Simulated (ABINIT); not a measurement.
ZnSe (Stilleite):

```
Se Zn
1.0
     0.00000    2.83380    2.83380
     2.83380    0.00000    2.83380
     2.83380    2.83380    0.00000
Se Zn
1 1
Direct
  0.75000 0.75000 0.75000
  0.00000 0.00000 0.00000
```

Base run:

```yaml
Program: ABINIT 10.8.3 (patched build)
Functional: LDA
Potentials_or_basis: PseudoDojo NC SR LDA v0.4.1 standard
Cutoff: 1061 eV
k_mesh: 6 × 6 × 6
Occupations: fermi-dirac, width 0.05 eV
Spin: no spin polarisation
```

Its results: band gap on the k mesh 1.03 eV, direct; pressure -3.9 GPa.

The run is repeated on the same cell with these changes: functional from LDA to PBEsol; potentials or basis from PseudoDojo NC SR LDA v0.4.1 standard to PseudoDojo NC SR PBEsol v0.4.1 standard. What comes out?

Band gap on the k mesh 1.17 eV, direct; pressure -1.6 GPa.

